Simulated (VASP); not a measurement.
# Br (Immm) in VASP: notebook, part 2 of 2

VASP 6.6.1. Earlier steps stand in the parts before.

## (4) Single point, r2SCAN

INCAR

```
SYSTEM = Br
PREC = Accurate ; ENCUT = 450
EDIFF = 1E-6 ; ISMEAR = 0
SIGMA = 0.5 ; LREAL = .False.
LASPH = .True. ; NELM = 100
ALGO = Normal ; ISIF = 2
LWAVE = .False. ; LCHARG = .False.
METAGGA = R2SCAN ; LMIXTAU = .True.
NBANDS = 10 ; ADDGRID = .False.
```

KPOINTS

```
regular mesh
0
Gamma
  5 5 5
  0 0 0
```

POSCAR

```
Br
1.0
   -1.2867684050      1.7199972000      3.5779911600
    1.2867684050     -1.7199972000      3.5779911600
    1.2867684050      1.7199972000     -3.5779911600
Br
1
Direct
    0.0000000000      0.0000000000      0.0000000000
```

Potentials or basis: VASP PAW PBE potentials, release 64 (Br).

Launch:

```sh
$ cat potpaw_PBE.64/Br/POTCAR > POTCAR
$ mpirun -np 1 vasp_std > vasp.out
```

OUTCAR:

```text
SYSTEM = Br
   PREC = Accurate
   ENCUT = 450
   EDIFF = 1E-6
   ISMEAR = 0
   LREAL = .False.
   LASPH = .True.
   NELM = 100
   ISIF = 2
   METAGGA = R2SCAN

 Found     27 irreducible k-points:

 Following reciprocal coordinates:
            Coordinates               Weight
  0.000000  0.000000  0.000000      1.000000
  0.200000  0.000000 -0.000000      4.000000
  0.400000 -0.000000  0.000000      4.000000
  0.000000  0.200000  0.000000      4.000000
  0.200000  0.200000  0.000000      8.000000
  0.400000  0.200000  0.000000      8.000000
   k-points           NKPTS =     27   k-points in BZ     NKDIM =     27   number of bands    NBANDS=     10
[... 155 lines left out ...]

  FORCE on cell =-STRESS in cart. coord.  units (eV):
  Direction    XX          YY          ZZ          XY          YZ          ZX
  --------------------------------------------------------------------------------------
  -------------------------------------------------------------------------------------
  Total        1.7564589      0.0043269     -0.0673510      0.0000000      0.0000000      0.0000000
  in kB       88.8425879      0.2188562     -3.4066472      0.0000000      0.0000000      0.0000000
  external PRESSURE =      28.5515989 kB  Pullay stress =       0.0000000 kB

 VOLUME and BASIS-vectors are now :
 -----------------------------------------------------------------------------
  energy-cutoff  :      450.00
  volume of cell :       31.68
      direct lattice vectors                 reciprocal lattice vectors
    -1.286768405  1.719997200  3.577991160     0.000000000  0.290698148  0.139743218
     1.286768405 -1.719997200  3.577991160     0.388570312  0.000000000  0.139743218
     1.286768405  1.719997200 -3.577991160     0.388570312  0.290698148  0.000000000

 POSITION                                       TOTAL-FORCE (eV/Angst)
 -----------------------------------------------------------------------------------
      0.00000      0.00000      0.00000        -0.000000      0.000000      0.000000
 -----------------------------------------------------------------------------------
    total drift:                                0.000000     -0.000000     -0.000000

  FREE ENERGIE OF THE ION-ELECTRON SYSTEM (eV)
  ---------------------------------------------------
  free  energy   TOTEN  =       -12.8738747411 eV

  energy  without entropy=      -12.6971400700  energy(sigma->0) =      -12.78550741
```

stdout:

```text
POSCAR found type information on POSCAR Br
 POSCAR found :  1 types and       1 ions
 scaLAPACK will be used
 -----------------------------------------------------------------------------
|                                                                             |
|                                                                             |
|     You enforced a specific xc type in the INCAR file but a different       |
|     I HOPE YOU KNOW WHAT YOU ARE DOING!                                     |
|                                                                             |
 -----------------------------------------------------------------------------

 LDA part: xc-table for (None), standard interpolation
 POSCAR, INCAR and KPOINTS ok, starting setup
 FFT: planning ... GRIDC
 FFT: planning ... GRID_SOFT
 FFT: planning ... GRID
 WAVECAR not read
 entering main loop
```

Wall time 51 s (1 thread of Intel Xeon Platinum 8375C at 2.90GHz (Ice Lake), shared host); peak memory 0.17 GiB.

The run converged, but some of its settings lie outside the range that counts as converged, so its numbers aren't taken as properties of the crystal.

What came out:

```
Free energy            : -12.8739 eV
Pressure               : 2.9 GPa
Band gap on the k mesh : none (metal or under the smearing width)
```

Caveat: the k mesh is coarse (spacing up to 0.61 Å⁻¹), so the values aren't converged; the PAW data sets were made with another functional, which shifts forces and pressure a little; an odd number of electrons without spin polarisation forces a metal; a magnetic or distorted state may lie lower.

## (5) Single point, r2SCAN

Changes to INCAR since step 4:

```diff
@@ -3,3 +3,3 @@
 EDIFF = 1E-6 ; ISMEAR = 0
-SIGMA = 0.5 ; LREAL = .False.
+SIGMA = 0.2 ; LREAL = .False.
 LASPH = .True. ; NELM = 100
```

KPOINTS is that of step 4.

POSCAR is that of step 4.

Potentials or basis: VASP PAW PBE potentials, release 64 (Br).

Launch:

```sh
$ cat potpaw_PBE.64/Br/POTCAR > POTCAR
$ mpirun -np 1 vasp_std > vasp.out
```

OUTCAR:

```text
SYSTEM = Br
   PREC = Accurate
   ENCUT = 450
   EDIFF = 1E-6
   ISMEAR = 0
   LREAL = .False.
   LASPH = .True.
   NELM = 100
   ISIF = 2
   METAGGA = R2SCAN

 Found     27 irreducible k-points:

 Following reciprocal coordinates:
            Coordinates               Weight
  0.000000  0.000000  0.000000      1.000000
  0.200000  0.000000 -0.000000      4.000000
  0.400000 -0.000000  0.000000      4.000000
  0.000000  0.200000  0.000000      4.000000
  0.200000  0.200000  0.000000      8.000000
  0.400000  0.200000  0.000000      8.000000
   k-points           NKPTS =     27   k-points in BZ     NKDIM =     27   number of bands    NBANDS=     10
[... 155 lines left out ...]

  FORCE on cell =-STRESS in cart. coord.  units (eV):
  Direction    XX          YY          ZZ          XY          YZ          ZX
  --------------------------------------------------------------------------------------
  -------------------------------------------------------------------------------------
  Total        1.3433277     -0.0617574     -0.0632763     -0.0000000      0.0000000      0.0000000
  in kB       67.9462007     -3.1237203     -3.2005460     -0.0000000      0.0000000      0.0000000
  external PRESSURE =      20.5406448 kB  Pullay stress =       0.0000000 kB

 VOLUME and BASIS-vectors are now :
 -----------------------------------------------------------------------------
  energy-cutoff  :      450.00
  volume of cell :       31.68
      direct lattice vectors                 reciprocal lattice vectors
    -1.286768405  1.719997200  3.577991160     0.000000000  0.290698148  0.139743218
     1.286768405 -1.719997200  3.577991160     0.388570312  0.000000000  0.139743218
     1.286768405  1.719997200 -3.577991160     0.388570312  0.290698148  0.000000000

 POSITION                                       TOTAL-FORCE (eV/Angst)
 -----------------------------------------------------------------------------------
      0.00000      0.00000      0.00000         0.000000     -0.000000     -0.000000
 -----------------------------------------------------------------------------------
    total drift:                               -0.000000     -0.000000     -0.000000

  FREE ENERGIE OF THE ION-ELECTRON SYSTEM (eV)
  ---------------------------------------------------
  free  energy   TOTEN  =       -12.7839075832 eV

  energy  without entropy=      -12.7383345396  energy(sigma->0) =      -12.76112106
```

OSZICAR:

```text
N       E                     dE             d eps       ncg     rms          rms(c)
DAV:   1     0.939333853465E+01    0.93933E+01   -0.27086E+03   540   0.476E+02
DAV:   2    -0.134061565040E+02   -0.22799E+02   -0.22423E+02   718   0.933E+01
DAV:   3    -0.144943096042E+02   -0.10882E+01   -0.99799E+00   642   0.188E+01
DAV:   4    -0.144995168767E+02   -0.52073E-02   -0.52058E-02   682   0.149E+00
DAV:   5    -0.144995312189E+02   -0.14342E-04   -0.14342E-04   678   0.755E-02    0.488E+00
DAV:   6    -0.127087090869E+02    0.17908E+01   -0.32103E-01   588   0.391E+00    0.348E+00
DAV:   7    -0.125577472064E+02    0.15096E+00   -0.39615E-01   554   0.416E+00    0.867E-01
DAV:   8    -0.127778280541E+02   -0.22008E+00   -0.30640E-01   542   0.406E+00    0.830E-01
DAV:   9    -0.126848582141E+02    0.92970E-01   -0.90031E-02   548   0.267E+00    0.357E-01
DAV:  10    -0.127818273062E+02   -0.96969E-01   -0.36956E-02   540   0.176E+00    0.116E-01
DAV:  11    -0.127785400373E+02    0.32873E-02   -0.78123E-04   638   0.294E-01    0.956E-02
DAV:  12    -0.127837464717E+02   -0.52064E-02   -0.28903E-03   550   0.457E-01    0.184E-02
DAV:  13    -0.127838195708E+02   -0.73099E-04   -0.11235E-04   612   0.102E-01    0.178E-02
DAV:  14    -0.127837912934E+02    0.28277E-04   -0.12389E-05   606   0.303E-02    0.210E-02
DAV:  15    -0.127839046071E+02   -0.11331E-03   -0.33423E-05   558   0.596E-02    0.264E-03
DAV:  16    -0.127839063734E+02   -0.17663E-05   -0.84997E-06   564   0.280E-02    0.566E-03
DAV:  17    -0.127839078399E+02   -0.14665E-05   -0.12416E-06   572   0.115E-02    0.298E-03
DAV:  18    -0.127839075832E+02    0.25670E-06   -0.37871E-08   390   0.175E-03
   1 F= -.12783908E+02 E0= -.12761121E+02  d E =-.455730E-01
```

stdout:

```text
POSCAR found type information on POSCAR Br
 POSCAR found :  1 types and       1 ions
 scaLAPACK will be used
 -----------------------------------------------------------------------------
|                                                                             |
|                                                                             |
|     You enforced a specific xc type in the INCAR file but a different       |
|     I HOPE YOU KNOW WHAT YOU ARE DOING!                                     |
|                                                                             |
 -----------------------------------------------------------------------------

 LDA part: xc-table for (None), standard interpolation
 POSCAR, INCAR and KPOINTS ok, starting setup
 FFT: planning ... GRIDC
 FFT: planning ... GRID_SOFT
 FFT: planning ... GRID
 WAVECAR not read
 entering main loop
```

It took 52 s on 1 thread of Intel Xeon Platinum 8375C at 2.90GHz (Ice Lake), shared host; peak memory 0.17 GiB.

These settings aren't checked as converged: the numbers below hold their error.

Results:

```yaml
Free_energy: -12.7839 eV
Pressure: 2.1 GPa
Band_gap_on_the_k_mesh: none (metal or under the smearing width)
```

Caveat: the k mesh is coarse (spacing up to 0.61 Å⁻¹), so the values aren't converged; the PAW data sets were made with another functional, which shifts forces and pressure a little; an odd number of electrons without spin polarisation forces a metal; a magnetic or distorted state may lie lower.

## (6) The reference run

An earlier run on the cell as given: functional PBE; potentials or basis VASP PAW PBE potentials, release 64 (Br); cutoff 520 eV; k mesh 13 × 13 × 13; occupations fermi-dirac, width 0.05 eV; no spin polarisation.

* Pressure: 1.1 GPa
* Band gap on the k mesh: none (metal or under the smearing width)
